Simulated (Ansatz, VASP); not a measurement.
**Two plane-wave programs on BeS**

The input POSCAR:

```
BeS
1.0
    0.0000000000      2.3172971951      2.3172971951
    2.3172971951      0.0000000000      2.3172971951
    2.3172971951      2.3172971951      0.0000000000
Be S
1 1
Direct
    0.0000000000      0.0000000000      0.0000000000
    0.5000000000      0.5000000000      0.5000000000
```

Contents of INCAR.step1:

```
SYSTEM = BeS
ALGO = Normal ; EDIFF = 1E-5
ENCUT = 520 ; GGA = PE
ISIF = 2 ; ISMEAR = 0
LASPH = .TRUE. ; LREAL = .FALSE.
LWAVE = .TRUE. ; NBANDS = 11
NELM = 80 ; PREC = Accurate
SIGMA = 0.01
```

INCAR.step2

```
SYSTEM = BeS
ALGO = Normal ; EDIFF = 1E-6
ENCUT = 520 ; GGA = PE
HFSCREEN = 0.2079 ; ISIF = 2
ISMEAR = 0 ; ISTART = 1
LASPH = .TRUE. ; LCHARG = .TRUE.
LELF = .TRUE. ; LHFCALC = .TRUE.
LREAL = .FALSE. ; LVHAR = .TRUE.
LWAVE = .FALSE. ; NBANDS = 11
NELM = 80 ; PREC = Accurate
PRECFOCK = Normal ; SIGMA = 0.01
```

The input KPOINTS:

```
k-points
0
G
  4 4 4
  0 0 0
```

Input for Ansatz:

```yaml
crystal:
  lattice:
    - [0.0, 2.3172971951, 2.3172971951]
    - [2.3172971951, 0.0, 2.3172971951]
    - [2.3172971951, 2.3172971951, 0.0]
  atoms:
    - { symbol: Be, position: [0.0, 0.0, 0.0] }
    - { symbol: S, position: [0.5, 0.5, 0.5] }
kpoints:
  mp_grid: { grid: [4, 4, 4] }
hamiltonian:
  xc: hse06
scf:
  occupations: { method: fixed }
  n_extra_bands: 4
output:
  forces: true
  stress: true
  eigenvalues: true
```

The cell was built by a generator and needn't be a form met in nature.

Alike in both runs: task single point; functional HSE06; k mesh 4 × 4 × 4; no spin polarisation.

|  | VASP | Ansatz |
| --- | --- | --- |
| version | VASP 6.6.1 | Ansatz 0.2.0 |
| potentials or method | VASP PAW PBE potentials, release 64 (Be, S) | plane waves, PAW |
| plane-wave cutoff (eV) | 520 | 420 |
| occupations | gaussian, width 0.01 eV | fixed |
| valence electrons in the cell | 8 | 8 |

Ansatz gave:

* gap on the k mesh at the Fermi level (eV): 2.08
* pressure (GPa): -0.5

Which values does VASP return?

gap on the k mesh at the Fermi level (eV): 2.07; pressure (GPa): -0.7.

Ansatz warned: «stress_exchange_threshold_loose».

Caveats: the k mesh is coarse (spacing up to 0.59 Å⁻¹), so the values aren't converged, least of all with exact exchange; the PAW data sets were made with another functional, which shifts forces and pressure a little (VASP). A k mesh can miss the band edges.
